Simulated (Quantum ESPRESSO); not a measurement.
# PbS (Galena) (Fm-3m) in Quantum ESPRESSO: further runs

The runs below take PbS (Galena) through single point, equation of state, with r2SCAN.

Everything below comes from runs of Quantum ESPRESSO 7.5. Logs are shortened: lines on timing, memory, paths and dates and some standing lists are left out, and cuts for length are marked.

### Step 1. The crystal as given

Symmetry: Fm-3m, No. 225, cubic system. The conventional cell has a = 5.931 Å, b = 5.931 Å, c = 5.931 Å, α = 90.00°, β = 90.00°, γ = 90.00°. Around Pb (site symmetry m-3m) lie 6 S at 2.97 Å. S (site symmetry m-3m) is surrounded by 6 Pb at 2.97 Å.

### Step 2. Single point, r2SCAN, 24.52 Å³/atom

Contents of pw.in:

```
&CONTROL
  calculation = 'scf'
  prefix = 'pwscf'
  outdir = './tmp'
  pseudo_dir = './pseudo'
  tstress = .true.
  disk_io = 'nowf'
/
&SYSTEM
  ibrav = 0
  nat = 2
  ntyp = 2
  ecutwfc = 56
  nbnd = 16
  input_dft = 'r2scan'
  occupations = 'smearing'
  smearing = 'fd'
  degauss = 0.00367493
  nosym = .true.
  nr1 = 40
  nr2 = 40
  nr3 = 40
/
&ELECTRONS
  conv_thr = 1d-08
  electron_maxstep = 120
  mixing_beta = 0.5
/
ATOMIC_SPECIES
Pb   207.2000 Pb_ONCV_PBE-1.2.upf
S     32.0600 S_ONCV_PBE-1.2.upf
CELL_PARAMETERS angstrom
   0.0000000000    2.9052075019    2.9052075019
   2.9052075019    0.0000000000    2.9052075019
   2.9052075019    2.9052075019    0.0000000000
ATOMIC_POSITIONS crystal
Pb     0.0000000000    0.0000000000    0.0000000000
S      0.5000000000    0.5000000000    0.5000000000
K_POINTS automatic
6 6 6 0 0 0
```

Potentials or basis: SG15 PBE 1.2.

Run with:

```bash
OMP_NUM_THREADS=1 mpirun -n 2 pw.x -nk 2 -in pw.in > pw.out
```

pw.out:

```text
This program is part of the open-source Quantum ESPRESSO suite
     for quantum simulation of materials; please cite
         "P. Giannozzi et al., J. Phys.:Condens. Matter 21 395502 (2009);
         "P. Giannozzi et al., J. Phys.:Condens. Matter 29 465901 (2017);
         "P. Giannozzi et al., J. Chem. Phys. 152 154105 (2020);
     in publications or presentations arising from this work. More details at

     IMPORTANT: XC functional enforced from input :
     Exchange-correlation= R2SCAN
                           (   0   0   0   0   0 497 498)
     Any further DFT definition will be discarded
     Please, verify this is what you really want

     K-points division:     npool     =       2
     Subspace diagonalization in iterative solution of the eigenvalue problem:
     a serial algorithm will be used

     G-vector sticks info
     --------------------
     sticks:   dense  smooth     PW     G-vecs:    dense   smooth      PW
     Sum         931     931    283                18883    18883    3143

     Using Slab Decomposition

     bravais-lattice index     =            0
     lattice parameter (alat)  =       7.7641  a.u.
     unit-cell volume          =     330.9467 (a.u.)^3
     number of atoms/cell      =            2
     number of atomic types    =            2
     number of electrons       =        20.00
     number of Kohn-Sham states=           16
     kinetic-energy cutoff     =      56.0000  Ry
     charge density cutoff     =     224.0000  Ry
     scf convergence threshold =      1.0E-08
     mixing beta               =       0.5000
     number of iterations used =            8  plain     mixing
     Exchange-correlation= R2SCAN
                           (   0   0   0   0   0 497 498)

     celldm(1)=   7.764098  celldm(2)=   0.000000  celldm(3)=   0.000000
     celldm(4)=   0.000000  celldm(5)=   0.000000  celldm(6)=   0.000000

     crystal axes: (cart. coord. in units of alat)
               a(1) = (   0.000000   0.707107   0.707107 )
               a(2) = (   0.707107   0.000000   0.707107 )
               a(3) = (   0.707107   0.707107   0.000000 )

     reciprocal axes: (cart. coord. in units 2 pi/alat)
               b(1) = ( -0.707107  0.707107  0.707107 )
               b(2) = (  0.707107 -0.707107  0.707107 )
               b(3) = (  0.707107  0.707107 -0.707107 )

     PseudoPot. # 1 for Pb read from file:
     Pb_ONCV_PBE-1.2.upf
     Pseudo is Norm-conserving, Zval = 14.0
     Generated using ONCVPSP code by D. R. Hamann
     Using radial grid of  602 points,  8 beta functions with:
                l(1) =   0
                l(2) =   0
                l(3) =   1
                l(4) =   1
                l(5) =   2
                l(6) =   2
                l(7) =   3
                l(8) =   3

     PseudoPot. # 2 for S  read from file:
     S_ONCV_PBE-1.2.upf
     Pseudo is Norm-conserving, Zval =  6.0
     Generated using ONCVPSP code by D. R. Hamann
     Using radial grid of  602 points,  4 beta functions with:
                l(1) =   0
                l(2) =   0
                l(3) =   1
                l(4) =   1

     atomic species   valence    mass     pseudopotential
     Pb               14.00   207.20000     Pb( 1.00)
     S                 6.00    32.06000     S ( 1.00)

     No symmetry found

   Cartesian axes

     site n.     atom                  positions (alat units)
         1        Pb     tau(   1) = (   0.0000000   0.0000000   0.0000000  )
         2        S      tau(   2) = (   0.7071068   0.7071068   0.7071068  )

     number of k points=   112  Fermi-Dirac smearing, width (Ry)=  0.0037

     Number of k-points >= 100: set verbosity='high' to print them.

     Dense  grid:    18883 G-vectors     FFT dimensions: (  40,  40,  40)

     WARNING: libxc functional with ID  497 depends
      on external parameters: check the user_guide of
      QE if you need to modify them or to check their
      default values.

     WARNING: libxc functional with ID  498 depends
      on external parameters: check the user_guide of
      QE if you need to modify them or to check their
      default values.

     Initial potential from superposition of free atoms

     starting charge      19.8876, renormalised to      20.0000
     Starting wfcs are random

     Self-consistent Calculation

     iteration #  1     ecut=    56.00 Ry     beta= 0.50
     Davidson diagonalization with overlap
     ethr =  1.00E-02,  avg # of iterations =  8.5

     total energy              =    -132.68032112 Ry
     estimated scf accuracy    <       9.56626462 Ry

     iteration #  2     ecut=    56.00 Ry     beta= 0.50
     Davidson diagonalization with overlap
     ethr =  1.00E-02,  avg # of iterations =  1.0

     total energy              =    -132.79395419 Ry
     estimated scf accuracy    <       2.95517452 Ry

     iteration #  3     ecut=    56.00 Ry     beta= 0.50
     Davidson diagonalization with overlap
     ethr =  1.00E-02,  avg # of iterations =  1.0

     total energy              =    -132.79838213 Ry
     estimated scf accuracy    <       0.03679266 Ry

     iteration #  4     ecut=    56.00 Ry     beta= 0.50
     Davidson diagonalization with overlap
     ethr =  1.84E-04,  avg # of iterations =  4.2

     total energy              =    -132.80189428 Ry
     estimated scf accuracy    <       0.00102649 Ry

     iteration #  5     ecut=    56.00 Ry     beta= 0.50
     Davidson diagonalization with overlap
     ethr =  5.13E-06,  avg # of iterations =  5.9

     total energy              =    -132.80200025 Ry
     estimated scf accuracy    <       0.00004075 Ry

     iteration #  6     ecut=    56.00 Ry     beta= 0.50
     Davidson diagonalization with overlap
     ethr =  2.04E-07,  avg # of iterations =  2.0

     total energy              =    -132.80200765 Ry
     estimated scf accuracy    <       0.00000776 Ry

     iteration #  7     ecut=    56.00 Ry     beta= 0.50
     Davidson diagonalization with overlap
     ethr =  3.88E-08,  avg # of iterations =  2.0

     total energy              =    -132.80200920 Ry
     estimated scf accuracy    <       0.00000014 Ry

     iteration #  8     ecut=    56.00 Ry     beta= 0.50
     Davidson diagonalization with overlap
     ethr =  6.88E-10,  avg # of iterations =  2.2

     total energy              =    -132.80200925 Ry
     estimated scf accuracy    <       0.00000002 Ry

     iteration #  9     ecut=    56.00 Ry     beta= 0.50
     Davidson diagonalization with overlap
     ethr =  1.18E-10,  avg # of iterations =  1.7

     End of self-consistent calculation

     Number of k-points >= 100: set verbosity='high' to print the bands.

     the Fermi energy is    10.2081 ev

!    total energy              =    -132.80200926 Ry
     estimated scf accuracy    <          2.2E-09 Ry
     smearing contrib. (-TS)   =      -0.00000889 Ry
     internal energy E=F+TS    =    -132.80200037 Ry

     The total energy is F=E-TS. E is the sum of the following terms:
     one-electron contribution =     -25.02534513 Ry
     hartree contribution      =      23.76479933 Ry
     xc contribution           =     -17.99386228 Ry
     ewald contribution        =    -113.54759229 Ry

     convergence has been achieved in   9 iterations

     Computing stress (Cartesian axis) and pressure

          total   stress  (Ry/bohr**3)                   (kbar)     P=       43.51
   0.00029579   0.00000000  -0.00000000           43.51        0.00       -0.00
   0.00000000   0.00029579  -0.00000000            0.00       43.51       -0.00
  -0.00000000  -0.00000000   0.00029579           -0.00       -0.00       43.51

=------------------------------------------------------------------------------=
   JOB DONE.
=------------------------------------------------------------------------------=
```

Run time: 2.3 min. Hardware: 2 MPI ranks of Intel Xeon Platinum 8259CL at 2.50GHz (Skylake/Cascade Lake), shared host; peak memory 0.22 GiB.

Results:

| Property | Result |
| --- | --- |
| Free energy | -1806.8634 eV |
| Pressure | 4.4 GPa |
| Band gap on the k mesh | 0.52 eV, direct |

Caveat: the potentials were made for another functional, which shifts forces and pressure; spin-orbit coupling is left out, which as a rule narrows the gap of such compounds by several tenths of an eV.

### Step 3. Single point, r2SCAN, 25.04 Å³/atom

pw.in: that of step 2 with these lines changed.

```diff
@@ -32,5 +32,5 @@
 CELL_PARAMETERS angstrom
-   0.0000000000    2.9052075019    2.9052075019
-   2.9052075019    0.0000000000    2.9052075019
-   2.9052075019    2.9052075019    0.0000000000
+   0.0000000000    2.9256673838    2.9256673838
+   2.9256673838    0.0000000000    2.9256673838
+   2.9256673838    2.9256673838    0.0000000000
 ATOMIC_POSITIONS crystal
```

Potentials or basis: SG15 PBE 1.2.

Run with:

```bash
OMP_NUM_THREADS=1 mpirun -n 2 pw.x -nk 2 -in pw.in > pw.out
```

Run time: 2.2 min. Hardware: 2 MPI ranks of Intel Xeon Platinum 8259CL at 2.50GHz (Skylake/Cascade Lake), shared host; peak memory 0.22 GiB.

Results (log left out):

* Free energy: -1806.8869 eV
* Pressure: 2.7 GPa
* Band gap on the k mesh: 0.61 eV, direct

Caveat: the potentials were made for another functional, which shifts forces and pressure; spin-orbit coupling is left out, which as a rule narrows the gap of such compounds by several tenths of an eV.

### Step 4. Single point, r2SCAN, 25.56 Å³/atom

pw.in: that of step 3 with these lines changed.

```diff
@@ -32,5 +32,5 @@
 CELL_PARAMETERS angstrom
-   0.0000000000    2.9256673838    2.9256673838
-   2.9256673838    0.0000000000    2.9256673838
-   2.9256673838    2.9256673838    0.0000000000
+   0.0000000000    2.9458450378    2.9458450378
+   2.9458450378    0.0000000000    2.9458450378
+   2.9458450378    2.9458450378    0.0000000000
 ATOMIC_POSITIONS crystal
```

Run with:

```bash
OMP_NUM_THREADS=1 mpirun -n 2 pw.x -nk 2 -in pw.in > pw.out
```

Wall time 2.2 min (2 MPI ranks of Intel Xeon Platinum 8259CL at 2.50GHz (Skylake/Cascade Lake), shared host); peak memory 0.22 GiB.

Results (log left out):

| Quantity | Value |
| --- | --- |
| Free energy | -1806.9005 eV |
| Pressure | 1.3 GPa |
| Band gap on the k mesh | 0.69 eV, direct |

Caveat: the potentials were made for another functional, which shifts forces and pressure; spin-orbit coupling is left out, which as a rule narrows the gap of such compounds by several tenths of an eV.

### Step 5. Single point, r2SCAN, 26.09 Å³/atom

pw.in: that of step 4 with these lines changed.

```diff
@@ -32,5 +32,5 @@
 CELL_PARAMETERS angstrom
-   0.0000000000    2.9458450378    2.9458450378
-   2.9458450378    0.0000000000    2.9458450378
-   2.9458450378    2.9458450378    0.0000000000
+   0.0000000000    2.9657500000    2.9657500000
+   2.9657500000    0.0000000000    2.9657500000
+   2.9657500000    2.9657500000    0.0000000000
 ATOMIC_POSITIONS crystal
```

Run with:

```bash
OMP_NUM_THREADS=1 mpirun -n 2 pw.x -nk 2 -in pw.in > pw.out
```

Run time: 2.1 min. Hardware: 2 MPI ranks of Intel Xeon Platinum 8259CL at 2.50GHz (Skylake/Cascade Lake), shared host; peak memory 0.22 GiB.

The run converged. Its results:

- Free energy: -1806.9052 eV
- Pressure: 0.0 GPa
- Band gap on the k mesh: 0.76 eV, direct

Caveat: the potentials were made for another functional, which shifts forces and pressure; spin-orbit coupling is left out, which as a rule narrows the gap of such compounds by several tenths of an eV.

### Step 6. Single point, r2SCAN, 26.61 Å³/atom

pw.in: that of step 5 with these lines changed.

```diff
@@ -32,5 +32,5 @@
 CELL_PARAMETERS angstrom
-   0.0000000000    2.9657500000    2.9657500000
-   2.9657500000    0.0000000000    2.9657500000
-   2.9657500000    2.9657500000    0.0000000000
+   0.0000000000    2.9853913009    2.9853913009
+   2.9853913009    0.0000000000    2.9853913009
+   2.9853913009    2.9853913009    0.0000000000
 ATOMIC_POSITIONS crystal
```

Potentials or basis: SG15 PBE 1.2.

Run with:

```bash
OMP_NUM_THREADS=1 mpirun -n 2 pw.x -nk 2 -in pw.in > pw.out
```

Run time: 2.1 min. Hardware: 2 MPI ranks of Intel Xeon Platinum 8259CL at 2.50GHz (Skylake/Cascade Lake), shared host; peak memory 0.22 GiB.

The run converged. Its results:

```
Free energy            : -1806.9019 eV
Pressure               : -1.1 GPa
Band gap on the k mesh : 0.83 eV, direct
```

Caveat: the potentials were made for another functional, which shifts forces and pressure; spin-orbit coupling is left out, which as a rule narrows the gap of such compounds by several tenths of an eV.

### Step 7. Single point, r2SCAN, 27.13 Å³/atom

pw.in: that of step 6 with these lines changed.

```diff
@@ -32,5 +32,5 @@
 CELL_PARAMETERS angstrom
-   0.0000000000    2.9853913009    2.9853913009
-   2.9853913009    0.0000000000    2.9853913009
-   2.9853913009    2.9853913009    0.0000000000
+   0.0000000000    3.0047775019    3.0047775019
+   3.0047775019    0.0000000000    3.0047775019
+   3.0047775019    3.0047775019    0.0000000000
 ATOMIC_POSITIONS crystal
```

Run with:

```bash
OMP_NUM_THREADS=1 mpirun -n 2 pw.x -nk 2 -in pw.in > pw.out
```

Wall time 2.2 min (2 MPI ranks of Intel Xeon Platinum 8259CL at 2.50GHz (Skylake/Cascade Lake), shared host); peak memory 0.22 GiB.

The run converged. Its results:

```
Free energy            : -1806.8914 eV
Pressure               : -2.2 GPa
Band gap on the k mesh : 0.89 eV, direct
```

Caveat: the potentials were made for another functional, which shifts forces and pressure; spin-orbit coupling is left out, which as a rule narrows the gap of such compounds by several tenths of an eV.

### Step 8. Single point, r2SCAN, 27.65 Å³/atom

pw.in: that of step 7 with these lines changed.

```diff
@@ -32,5 +32,5 @@
 CELL_PARAMETERS angstrom
-   0.0000000000    3.0047775019    3.0047775019
-   3.0047775019    0.0000000000    3.0047775019
-   3.0047775019    3.0047775019    0.0000000000
+   0.0000000000    3.0239167281    3.0239167281
+   3.0239167281    0.0000000000    3.0239167281
+   3.0239167281    3.0239167281    0.0000000000
 ATOMIC_POSITIONS crystal
```

Run with:

```bash
OMP_NUM_THREADS=1 mpirun -n 2 pw.x -nk 2 -in pw.in > pw.out
```

Wall time 2.1 min (2 MPI ranks of Intel Xeon Platinum 8259CL at 2.50GHz (Skylake/Cascade Lake), shared host); peak memory 0.22 GiB.

The run converged. Its results:

* Free energy: -1806.8746 eV
* Pressure: -3.1 GPa
* Band gap on the k mesh: 0.94 eV, direct

Caveat: the potentials were made for another functional, which shifts forces and pressure; spin-orbit coupling is left out, which as a rule narrows the gap of such compounds by several tenths of an eV.

### Step 9. Equation of state, r2SCAN

Potentials or basis: SG15 PBE 1.2.

This step only gathers the single runs of the series.

What came out:

```
Equilibrium volume                      : 26.12 Å³/atom
Bulk modulus                            : 61 GPa
Pressure derivative of the bulk modulus : 4.4
```

Energy against volume, from the lowest point:
```
volume (Å³/atom)  energy (meV/atom)
          24.521              20.90
          25.042               9.15
          25.564               2.34
          26.086               0.00
          26.607               1.64
          27.129               6.87
          27.651              15.30
```

Caveat: the potentials were made for another functional, which shifts forces and pressure.
